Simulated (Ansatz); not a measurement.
SiO₂, space group P4_2/mnm, cell relaxations under several functionals

Program: Ansatz's Python interface.

`sio2_lattice.py`
```python
# -*- coding: utf-8 -*-
import warnings

import ansatz as az
import numpy as np
from pymatgen.core import Lattice, Structure
from pymatgen.io.ase import AseAtomsAdaptor

CUTOFF = 260
KSPACING = 0.36
FILLING = "fixed"
SCF_TOL = 1e-08

def edges_and_angles(cell):
    cell = np.asarray(cell)
    a, b, c = np.linalg.norm(cell, axis=1)
    cosines = cell[1] @ cell[2] / (b * c), cell[0] @ cell[2] / (a * c), cell[0] @ cell[1] / (a * b)
    return (a, b, c, *np.degrees(np.arccos(cosines)))

warnings.simplefilter("ignore", az.DeckWarning)

pmg_structure = Structure(
    Lattice([[4.1773, 0.0, 0.0], [0.0, 4.1773, 0.0], [0.0, 0.0, 2.6652]]),
    ["Si", "Si", "O", "O", "O", "O"],
    [
        [0.0, 0.0, 0.0],
        [0.5, 0.5, 0.5],
        [0.3059, 0.3059, 0.0],
        [0.1941, 0.8059, 0.5],
        [0.6941, 0.6941, 0.0],
        [0.8059, 0.1941, 0.5],
    ],
)
xtal = az.Crystal.from_ase(AseAtomsAdaptor.get_atoms(pmg_structure))

setup = (
    xtal.calculation()
    .basis(CUTOFF)
    .kpoints(spacing=KSPACING)
    .occupations(FILLING)
    .scf(tolerance=SCF_TOL, self_checks="high")
    .relax(cell=True, max_displacement=0.05)
)

levels = [("pbesol", "none"), ("pbe", "none"), ("r2scan", "none")]
print("level            a       b       c    alpha   beta  gamma  V/atom  steps")
for name, dispersion in levels:
    seen = []
    run = setup.functional(name, dispersion=dispersion).session().plan()
    outcome = run.execute(on_event=lambda e: seen.append(e) if e["event"] == "relax_step" else None)
    cell = outcome.lattice.cell_ang
    label = name if dispersion == "none" else f"{name}+{dispersion}"
    print("{:13s} {:7.4f} {:7.4f} {:7.4f} {:6.2f} {:6.2f} {:6.2f}".format(label, *edges_and_angles(cell)), f"{abs(np.linalg.det(cell)) / len(outcome.lattice.sites):7.3f} {len(seen):5d}")
```

```console
$ python sio2_lattice.py
level            a       b       c    alpha   beta  gamma  V/atom  steps
pbesol         4.2076  4.2076  2.6925  90.00  90.00  90.00   7.945    21
pbe            4.2552  4.2552  2.6989  90.00  90.00  90.00   8.145    30
r2scan         4.2063  4.2063  2.6858  90.00  90.00  90.00   7.920    21
```

From smallest to largest: r2SCAN (7.92 Å³ an atom, +2.2 % against the start), PBEsol (7.94 Å³ an atom, +2.5 % against the start) and PBE (8.14 Å³ an atom, +5.1 % against the start). The spread is 2.8 % in volume.

Notes:
- These settings explore the input space; cutoff and mesh may be short of convergence.
- The cutoff lies under the one recommended for these potentials.
- The program warned that this SCF threshold is loose for forces or stresses.
- This is a high-temperature or high-pressure form, not the ambient phase.
- The structure is a deposited one; some such entries were measured under pressure or heat, so a shift against it needn't be the functional's error alone.
- The script silences the warnings on its input, which a real study should read.
- Run time: 64 s on 1 thread of Intel(R) Xeon(R) Processor @ 2.30GHz (shared host), peak memory 0.59 GiB.
